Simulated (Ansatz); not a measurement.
**GaN under pressure: fit and missing row**

GaN, F-43m, a = 4.548 Å. This isn't the usual stable structure of the compound. Ansatz: PBE, PAW, 420 eV, Γ-centred 10×10×10 mesh on 2 atoms, Gaussian smearing 0.02 eV; no spin polarisation. Cell and atoms are relaxed at each pressure, and no other structure is tried, so the rows at high pressure may lie past a change of phase.

```tsv
V (Å³/atom)	P (GPa)
?	40.02
10.703	20.01
11.165	10.07
11.444	5.03
11.628	2.04
11.763	0.00
11.906	-2.02
```

Question: Take V0 = 11.763 Å³/atom, fit the third-order Birch–Murnaghan form to the other rows, and predict the missing volume.

Answer: With the Eulerian strain f = ½[(V0/V)^(2/3) − 1] and y = P/[3f(1 + 2f)^(5/2)], the form is the line y = B0 + 1.5 B0 (B0′ − 4) f. Rows (f, y): 0.03249, 175.4; 0.01770, 173.8; 0.00925, 173.1; 0.00386, 172.8; -0.00401, 171.3. Means f = 0.01186, y = 173.28; Σ(Δf)² = 0.0007824, ΣΔfΔy = 0.08250; the slope is their ratio. y = 172.0 + 105.5 f GPa, so B0 = 172.0 GPa and B0′ = 4 + 2 × (105.5)/(3 × 172.0) = 4.41. P = 40.02 GPa is met at f = 0.05716 (y = 178.03), so V = V0 (1 + 2f)^(−3/2) = 10.000 Å³/atom. The run gave 9.995 Å³/atom, so the fit is 0.005 Å³/atom too high, a small miss on the scale of the series. The form still works here, 91 % of the fitted range beyond its end.

The mesh isn't the same in all rows (10×10×10, 12×12×12).